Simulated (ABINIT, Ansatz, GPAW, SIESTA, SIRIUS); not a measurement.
## Sb: programs and potentials compared

```xyz
1
Lattice="-1.8713 1.8713 1.8713 1.8713 -1.8713 1.8713 1.8713 1.8713 -1.8713" Properties=species:S:1:pos:R:3 pbc="T T T"
Sb    0.0000    0.0000    0.0000
```

This isn't the form of Sb at room conditions, which is rhombohedral.

Alike in all runs: task single point; functional PBEsol; k mesh 10 × 10 × 10; occupations fermi-dirac, width 0.05 eV; no spin polarisation; no spin-orbit coupling. Pressure is positive in compression and, in plane waves, holds the error of the finite cutoff.

```json
{"program and potentials": "ABINIT, PseudoDojo NC SR PBEsol v0.4.1 standard", "plane-wave cutoff (eV)": "1088", "notes": "-", "band gap (eV)": "no gap", "pressure (GPa)": "-0.02"}
{"program and potentials": "SIESTA, files PseudoDojo sr-pbesol-0.4.1-standard, DZP (energy shift 0.003 Ry; two zetas on semicore shells)", "plane-wave cutoff (eV)": "-", "notes": "atomic basis", "band gap (eV)": "no gap", "pressure (GPa)": "1.82"}
{"program and potentials": "SIRIUS, PseudoDojo 0.4.1 PBEsol standard (scalar relativistic)", "plane-wave cutoff (eV)": "1102", "notes": "-", "band gap (eV)": "no gap", "pressure (GPa)": "0.01"}
{"program and potentials": "Ansatz, all-electron LAPW, scalar-relativistic", "plane-wave cutoff (eV)": "-", "notes": "-", "band gap (eV)": "no gap", "pressure (GPa)": "0.00"}
{"program and potentials": "GPAW, PAW data sets generated for this functional", "plane-wave cutoff (eV)": "600", "notes": "-", "band gap (eV)": "no gap", "pressure (GPa)": "-0.37"}
```

None finds a gap. The pressure spans -0.37 (GPAW, PAW data sets generated for this functional) to 1.82 GPa (SIESTA, files PseudoDojo sr-pbesol-0.4.1-standard, DZP (energy shift 0.003 Ry; two zetas on semicore shells)), with all-electron results at 0.00. The pressure on the cell as given of SIESTA, files PseudoDojo sr-pbesol-0.4.1-standard, DZP (energy shift 0.003 Ry; two zetas on semicore shells) lies far from the others; the cause wasn't traced. Rows in atomic bases carry the error of their basis and grid, which can be large.

The functional is the same throughout but for its coding, so the spread measures potentials, basis and numerics; runs on potential files found faulty are left out.
